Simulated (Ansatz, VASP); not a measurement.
## Two plane-wave programs on Pb

File INCAR:

```
SYSTEM = Pb
PREC     = Accurate       ! precision mode
ENCUT    = 520            ! plane-wave cutoff, eV
EDIFF    = 1E-6           ! SCF threshold, eV
ISMEAR   = -1             ! smearing method
SIGMA    = 0.05           ! smearing width, eV
LREAL    = .FALSE.        ! projectors in reciprocal space
LASPH    = .TRUE.         ! aspherical terms in the spheres
NELM     = 60             ! most SCF steps
ALGO     = Normal         ! electronic algorithm
ISIF     = 2              ! what is computed and relaxed
LWAVE    = .FALSE.        ! write WAVECAR
LCHARG   = .FALSE.        ! write CHGCAR
GGA      = RE             ! functional
NBANDS   = 21             ! bands
```

KPOINTS

```
regular mesh
0
G
  9 9 5
  0 0 0
```

Contents of POSCAR:

```
Pb
1.0
    3.4800000000      0.0000000000      0.0000000000
   -1.7400000000      3.0137684052      0.0000000000
    0.0000000000      0.0000000000      5.5900000000
Pb
2
Direct
    0.6666666667      0.3333333333      0.7500000000
    0.3333333333      0.6666666667      0.2500000000
```

File input.yaml:

```yaml
crystal:
  lattice:
    - [3.48, 0.0, 0.0]
    - [-1.74, 3.0137684052, 0.0]
    - [0.0, 0.0, 5.59]
  atoms:
    - { symbol: Pb, position: [0.6666666667, 0.3333333333, 0.75] }
    - { symbol: Pb, position: [0.3333333333, 0.6666666667, 0.25] }
hamiltonian:
  xc: revpbe
  pseudopotentials: { kind: paw }
kpoints:
  mp_grid: { grid: [9, 9, 5] }
  band_path:
    path:
      - [[0.0, 0.0, 0.0], [0.5, 0.0, 0.0], [0.3333333333, 0.3333333333, 0.0], [0.0, 0.0, 0.0], [0.0, 0.0, 0.5], [0.5, 0.0, 0.5], [0.3333333333, 0.3333333333, 0.5], [0.0, 0.0, 0.5]]
      - [[0.5, 0.0, 0.5], [0.5, 0.0, 0.0]]
      - [[0.3333333333, 0.3333333333, 0.0], [0.3333333333, 0.3333333333, 0.5]]
    npoints: 14
scf:
  occupations: { method: fermi_dirac, width: 0.05 }
  n_extra_bands: 6
output:
  forces: true
  stress: true
  eigenvalues: true
  fatbands: false
```

This isn't the form of Pb at room conditions, which is fcc.

Alike in both runs: functional revPBE; k mesh 9 × 9 × 5; occupations fermi-dirac, width 0.05 eV; no spin polarisation.

|  | VASP | Ansatz |
| --- | --- | --- |
| version | VASP 6.6.1 | Ansatz 0.2.0 |
| potentials or method | VASP PAW PBE potentials, release 64 (Pb_d) | Ansatz PAW |
| plane-wave cutoff (eV) | 520 | 420 |
| valence electrons in the cell | 28 | 28 |
| task | single point | band structure |

Ansatz gave:

```
gap on the k mesh at the Fermi level (eV)       : none
pressure (GPa)                                  : 5.3
largest component of the traceless stress (GPa) : 2.62
```

Problem. Which values does VASP return?

Solution. gap on the k mesh at the Fermi level (eV): none; pressure (GPa): 5.3; largest component of the traceless stress (GPa): 2.60.

A gap of «none» marks a metal or a gap that the smearing closes. The functional is the same, so the differences come from potentials, cutoffs and numerics.

Caveats: the PAW data sets were made with another functional, which shifts forces and pressure a little (VASP); spin-orbit coupling is left out, which moves the levels of the heavy elements (Ansatz); the PAW data sets come from PBE, with cores solved anew for the run's functional, which leaves a small shift of forces and pressure (Ansatz). Spin-orbit coupling is left out, which matters for the levels of Pb.
